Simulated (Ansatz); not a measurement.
Runs of Ansatz 0.2.0 on MoS2. Symmetry: R3m, No. 160, trigonal system. Conventional cell: a = 3.160 Å, b = 3.160 Å, c = 18.450 Å, α = 90.00°, β = 90.00°, γ = 120.00°. Mo (site symmetry 3m) has 6 S at 2.39 Å as nearest neighbours. Around S (site symmetry 3m) lie 3 Mo at 2.39 Å. S (site symmetry 3m) has 3 Mo at 2.39 Å as nearest neighbours. Measurements of this composition are mostly on another form, of space group No. 194.

```csv
task,level,k mesh,cutoff (eV),screening (1/Å),share of exact exchange,points for each segment of the path,mesh quality,gap on the mesh (eV),pressure (GPa),largest force (eV/Å)
single point,HSE06 form with a typed share of exact exchange,5 × 5 × 5,420,0.2,0.25,-,coarse,1.58,0.6,0.09
single point,HSE06 form with a typed share of exact exchange,5 × 5 × 5,420,0.15,0.25,-,coarse,(a),0.4,0.09
band structure,PBE0,6 × 6 × 6,420,-,-,4,not flagged,(b),0.5,0.09
single point,HSE06 form with a typed share of exact exchange,5 × 5 × 5,420,0.1,0.25,-,coarse,(c),0.3,0.09
```

Alike in all rows: potentials or basis Ansatz PAW; no spin polarisation; cell as given; smearing fermi-dirac 0.05 eV.

Task: Estimate the missing entries.

Result: (a) 1.70; (b) 2.03; (c) 1.85.

Caveats: some runs use coarse meshes; the PAW data sets come from PBE, with cores solved anew for the run's functional, which leaves a small shift of forces and pressure; the thresholds are loose for stress; odd divisions of the mesh miss points on the zone boundary, where band edges often lie, so the gap on the mesh can be too wide (some runs).

A k mesh can miss the band edges, and the runs leave out spin-orbit coupling on Mo.
